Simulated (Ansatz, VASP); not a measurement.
**One calculation of Hf, two programs**

```
Hf
1.0
     0.00000    2.04240    2.22000
     2.04240    0.00000    2.22000
     2.04240    2.04240    0.00000
Hf
1
Cartesian
  0.0000 0.0000 0.0000
```

Change from the starting cell: strain -0.080 along x and y, +0.000 along z, atoms carried along.

Alike in both runs: task single point; functional PBEsol; k mesh 18 × 18 × 18; occupations gaussian, width 0.15 eV; no spin polarisation.

|  | VASP | Ansatz |
| --- | --- | --- |
| version | VASP 6.6.1 | Ansatz 0.2.0 |
| potentials or method | VASP PAW PBE potentials, release 64 (Hf_pv) | scalar-relativistic, plane waves, PAW |
| plane-wave cutoff (eV) | 520 | 420 |
| valence electrons in the cell | 10 | 26 |

```tsv
	VASP	Ansatz	Ansatz less VASP
gap on the k mesh at the Fermi level (eV)	none	none	-
pressure (GPa)	20.7	21.0	+0.34
largest component of the traceless stress (GPa)	2.89	2.85	-0.040
```

A gap of «none» marks a metal or a gap that the smearing closes. The two sets of potentials don't hold the same shells in valence.

Caveats: so large a pressure means that the cell lies far from this level's equilibrium, or that cutoff or potentials fall short (VASP); the potentials were made for another functional, which shifts forces and pressure (VASP). The runs have no spin-orbit coupling, so splittings on Hf are missing.
